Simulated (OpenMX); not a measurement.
Ag:

```
Ag
1.0
     0.00000    2.04275    2.04275
     2.04275    0.00000    2.04275
     2.04275    2.04275    0.00000
Ag
1
Direct
  0.00000 0.00000 0.00000
```

Base run:

- Program: OpenMX 3.8.5
- Functional: PBE
- Potentials or basis: OpenMX 2013 PBE set, Ag7.0-s3p2d1, grid cutoff 400 Ry
- k mesh: 9 × 9 × 9
- Occupations: fermi-dirac, width 0.05 eV
- Spin: no spin polarisation

Its results: pressure 7.7 GPa.

Question: The run is repeated on the same cell with these changes: potentials or basis from OpenMX 2013 PBE set, Ag7.0-s3p2d1, grid cutoff 400 Ry to OpenMX 2013 PBE set, Ag7.0-s3p2d2f1, grid cutoff 400 Ry. What comes out?

Answer: Pressure 6.2 GPa.

Caveats: the basis of atomic orbitals isn't converged, which shifts pressures, moduli and gaps.
